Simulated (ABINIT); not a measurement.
Input of an ABINIT 10.8.3 (patched build) run:

File run.abi:

```
# Pseudopotentials
pp_dirpath "./"
pseudos "Se.upf, Zn.upf"

# Structure
acell 3*1.0
rprim
     0.0000000000     5.3551058920     5.3551058920
     5.3551058920     0.0000000000     5.3551058920
     5.3551058920     5.3551058920     0.0000000000
ntypat 2
znucl 34 30
natom 2
typat 1 2
chkprim 0
chksymtnons 0
tolsym 1.0e-6
xred
            3/4            3/4            3/4
            0.0            0.0            0.0

# Plane-wave basis
ecut 43.0
ecutsm 0.5

# k points
kptopt 1
ngkpt 6 6 6
nshiftk 1
shiftk 0.0 0.0 0.0

# Exchange and correlation
ixc -116133

# Bands and occupations
nband 22
occopt 3
tsmear 0.05 eV

# SCF cycle
nstep 80
tolvrs 1.0e-12

# Output
iomode 3
prteig 0
prtebands 0
prtwf 0
prtden 0

# Relaxation
ionmov 2
optcell 2
ntime 50
tolmxf 2.0e-5
dilatmx 1.08
```

Potentials or basis: PseudoDojo NC SR PBEsol v0.4.1 standard.

Launch:

```console
$ abinit run.abi > log 2>&1
```

(1) What does it give for the band gap on the k mesh?

(2) Predict the space group after relaxing (to 0.05 Å).

## Answers

(1) 1.24 eV, direct.

(2) F-43m (No. 216).
